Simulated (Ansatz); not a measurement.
One input, then a changed one: Li₂Se

First run: DFT, r2SCAN, PAW with Ansatz's default frozen-core files, scalar-relativistic (Ansatz 0.2.0).

Command: `ansatz run input.yaml --threads 1 --pin off --max-ram 3072MiB --backend cpu --events-out ev --progress --plain --runs-dir out` It took 8.3 s on 1 thread of Arm Neoverse V2, with other jobs on the host, peak memory 0.46 GiB.

```yaml
crystal:
  lattice:
    - [0.0, 3.0025, 3.0025]
    - [3.0025, 0.0, 3.0025]
    - [3.0025, 3.0025, 0.0]
  atoms:
    - { symbol: Li, position: [0.25, 0.25, 0.25] }
    - { symbol: Li, position: [0.75, 0.75, 0.75] }
    - { symbol: Se, position: [0.0, 0.0, 0.0] }
kpoints:
  mp_grid: { grid: [7, 7, 7] }
scf:
  occupations: { method: fermi_dirac, width: 0.02 }
hamiltonian:
  xc: r2scan
  pseudopotentials: { kind: paw }
output:
  forces: true
  stress: true
  write_density: true
  write_potential: true
  elf: true
  volumetric_format: npy
relax:
  f_tol: 0.005
  max_steps: 50
  cell: {}
```

The cell is entry 9009061 of the Crystallography Open Database, unrelaxed.

This run: cell and atoms relaxed.

It converges in 14 SCF iterations over all geometries at a pressure of -0.03 GPa, ending at 17.88 Å³/atom, cutoff 500 eV.

The input is then changed:

```diff
   occupations: { method: fermi_dirac, width: 0.02 }
+  mixing: { algorithm: msr1, beta: 0.5, ndim: 2 }
 hamiltonian:
   stress: true
-  write_density: true
-  write_potential: true
-  elf: true
-  volumetric_format: npy
 relax:
```

Question: Predict the outcome of the changed run.

Answer: It converges in 18 SCF iterations over all geometries at a pressure of -0.03 GPa, ending at 17.88 Å³/atom, cutoff 500 eV, free energy 0.0 meV/atom against the first run's.
